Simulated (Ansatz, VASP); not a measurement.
# InSb3 in VASP and in Ansatz

File INCAR:

```
PREC     = Accurate       # precision mode
ENCUT    = 520            # plane-wave cutoff, eV
EDIFF    = 1E-6           # SCF threshold, eV
ISMEAR   = -1             # smearing method
SIGMA    = 0.05           # smearing width, eV
LREAL    = F              # projectors in reciprocal space
LASPH    = T              # aspherical terms in the spheres
NELM     = 60             # most SCF steps
ALGO     = Normal         # electronic algorithm
ISIF     = 2              # what is computed and relaxed
LWAVE    = F              # write WAVECAR
LCHARG   = F              # write CHGCAR
GGA      = PS             # functional
NBANDS   = 22             # bands
```

Contents of KPOINTS:

```
regular mesh
0
Gamma
  6 6 6
```

Contents of POSCAR:

```
InSb3
1.0
    4.8381981727      0.0000000000      0.0000000000
    0.0000000000      4.8381981727      0.0000000000
    0.0000000000      0.0000000000      4.8381981727
Sb In
3 1
Direct
    0.5000000000      0.5000000000      0.0000000000
    0.0000000000      0.5000000000      0.5000000000
    0.5000000000      0.0000000000      0.5000000000
    0.0000000000      0.0000000000      0.0000000000
```

Contents of input.yaml:

```yaml
crystal:
  lattice:
    - [4.8381981727, 0.0, 0.0]
    - [0.0, 4.8381981727, 0.0]
    - [0.0, 0.0, 4.8381981727]
  atoms:
    - { symbol: Sb, position: [0.5, 0.5, 0.0] }
    - { symbol: Sb, position: [0.0, 0.5, 0.5] }
    - { symbol: Sb, position: [0.5, 0.0, 0.5] }
    - { symbol: In, position: [0.0, 0.0, 0.0] }
hamiltonian:
  xc: pbesol
  pseudopotentials: { kind: paw }
kpoints:
  mp_grid: { grid: [6, 6, 6] }
scf:
  occupations: { method: fermi_dirac, width: 0.05 }
output:
  forces: true
  stress: true
  eigenvalues: true
  write_density: true
  write_potential: true
  elf: true
  volumetric_format: npy
```

The cell comes from a database or a generator and needn't be the stable form of this composition.

Alike in both runs: task single point; functional PBEsol; k mesh 6 × 6 × 6; occupations fermi-dirac, width 0.05 eV; no spin polarisation.

|  | VASP | Ansatz |
| --- | --- | --- |
| version | VASP 6.6.1 | Ansatz 0.2.0 |
| potentials or method | VASP PAW PBE potentials, release 64 (Sb, In_d) | Ansatz PAW |
| plane-wave cutoff (eV) | 520 | 420 |
| valence electrons in the cell | 28 | 58 |

```tsv
	VASP	Ansatz	Ansatz less VASP
gap on the k mesh at the Fermi level (eV)	none	none	-
pressure (GPa)	-3.6	-3.6	+0.02
```

A gap of «none» marks a metal or a gap that the smearing closes. The two sets of potentials don't hold the same shells in valence.

Caveats: the PAW data sets were made with another functional, which shifts forces and pressure a little (VASP); the PAW data sets come from PBE, with cores solved anew for the run's functional, which leaves a small shift of forces and pressure (Ansatz). Spin-orbit coupling is left out, which matters for the levels of Sb.
